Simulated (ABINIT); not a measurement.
Crystal: BaTiO3.

```
Ba Ti O
1.0
     2.82737    1.63238    2.31839
    -2.82737    1.63238    2.31839
     0.00000   -3.26476    2.31839
Ba Ti O
1 1 3
Direct
  0.00000 0.00000 0.00000
  0.48450 0.48450 0.48450
  0.50860 0.01750 0.50860
  0.01750 0.50860 0.50860
  0.50860 0.50860 0.01750
```

* Program: ABINIT 10.8.3 (patched build)
* Task: relaxation of cell and atoms
* Functional: LDA
* Potentials or basis: PseudoDojo NC SR LDA v0.4 stringent
* Cutoff: 1252 eV
* k mesh: 5 × 5 × 5
* Occupations: fermi-dirac, width 0.05 eV
* Spin: no spin polarisation

At the start: pressure -5.5 GPa; volume 12.84 Å³/atom.

Task: Where does the relaxation end?

Result: Over 18 steps the energy falls by 9.3 meV/atom and the volume is 12.32 Å³/atom (-4.0 %); space group R3m (No. 160, to 0.05 Å).

The path:
| step | energy change (eV) | largest force (eV/Å) | pressure (GPa) | volume (Å³) |
| --- | --- | --- | --- | --- |
| 1 | 0.0000 | 0.1577 | -5.52 | 64.20 |
| 2 | -0.0279 | 0.1774 | -2.63 | 63.12 |
| 3 | -0.0381 | 0.2996 | 0.14 | 62.10 |
| 4 | -0.0403 | 0.2699 | 0.37 | 61.95 |
| 5 | -0.0456 | 0.1049 | 0.42 | 61.63 |
| 6 | -0.0461 | 0.0612 | 0.10 | 61.69 |
| 7 | -0.0462 | 0.0382 | -0.07 | 61.72 |
| 8 | -0.0464 | 0.0354 | -0.16 | 61.72 |
| 9 | -0.0465 | 0.0350 | -0.16 | 61.70 |
| 10 | -0.0466 | 0.0299 | -0.08 | 61.67 |
| 11 | -0.0467 | 0.0230 | 0.01 | 61.64 |
| 12 | -0.0467 | 0.0155 | 0.05 | 61.62 |
| 13 | -0.0467 | 0.0102 | 0.05 | 61.62 |
| 14 | -0.0467 | 0.0055 | 0.02 | 61.63 |
| 15 | -0.0467 | 0.0037 | -0.01 | 61.63 |
| 16 | -0.0467 | 0.0025 | -0.02 | 61.63 |
| 17 | -0.0467 | 0.0016 | -0.01 | 61.63 |
| 18 | -0.0467 | 0.0006 | 0.00 | 61.62 |

Final structure:
```
CELL_PARAMETERS angstrom
2.79124 1.61153 2.28332
-2.79124 1.61153 2.28332
0.00000 -3.22305 2.28332
ATOMIC_POSITIONS crystal
Ba 0.99911 0.99911 0.99911
Ti 0.48997 0.48997 0.48997
O 0.50854 0.01304 0.50854
O 0.01304 0.50854 0.50854
O 0.50854 0.50854 0.01304
```
